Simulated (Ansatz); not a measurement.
The parent structure is Ti3SiC2 (space group P6_3/mmc, No. 194; a = 3.073 Å, c = 17.723 Å).

The values are results of Ansatz (an electronic-structure program), PBE, PAW, cutoff 420 eV, no spin-orbit coupling, not measurements.

For the base:

Pressure: 0.0 GPa
Band gap: zero

Now apply this change: every lattice vector is shortened by 5.27 %; the atoms relax in the strained cell.

Question: What does the calculation give for the energy relative to the base, largest internal atomic displacement, pressure and band gap after the change?

Answer: The energy increases by 0.207 eV/atom; the largest internal atomic displacement comes out as 0.062 Å; the pressure (mean of the normal stresses, compression positive) goes from zero to 42.1 GPa; the band gap is still zero.

No phonon test of stability was made. All final runs are without spin polarisation.
